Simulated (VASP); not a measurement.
Crystal: Si.

```
Si
1.0
     2.62054    0.00000    0.00000
    -1.31027    2.26946    0.00000
     0.00000    0.00000    2.46635
Si
1
Direct
  0.00000 0.00000 0.00000
```

This isn't the form of Si at room conditions, which is diamond.

| Property | Result |
| --- | --- |
| Program | VASP 6.6.1 |
| Task | relaxation of cell and atoms |
| Functional | PBE |
| Potentials or basis | VASP PAW PBE potentials, release 64 (Si_GW) |
| Cutoff | 680 eV |
| k mesh | 12 × 12 × 11 |
| Occupations | fermi-dirac, width 0.05 eV |
| Spin | no spin polarisation |

At the start: pressure 3.1 GPa; volume 14.67 Å³/atom.

Where does the relaxation end?

Over 3 steps the energy falls by 5.1 meV/atom and the volume is 15.04 Å³/atom (+2.6 %); space group P6/mmm (No. 191, to 0.05 Å).

The path:
```tsv
step	energy change (eV)	largest force (eV/Å)	pressure (GPa)	volume (Å³)
1	0.0000	0.0000	3.13	14.67
2	-0.0032	0.0000	-1.65	15.28
3	-0.0051	0.0000	0.06	15.04
```

Final structure:
```cif
data_structure
_symmetry_space_group_name_H-M 'P 1'
_symmetry_Int_Tables_number 1
_cell_length_a 2.6324
_cell_length_b 2.6324
_cell_length_c 2.5065
_cell_angle_alpha 90.000
_cell_angle_beta 90.000
_cell_angle_gamma 120.000
_cell_volume 15.04
loop_
_atom_site_label
_atom_site_type_symbol
_atom_site_fract_x
_atom_site_fract_y
_atom_site_fract_z
_atom_site_occupancy
Si1 Si 0.00000 0.00000 0.00000 1
```
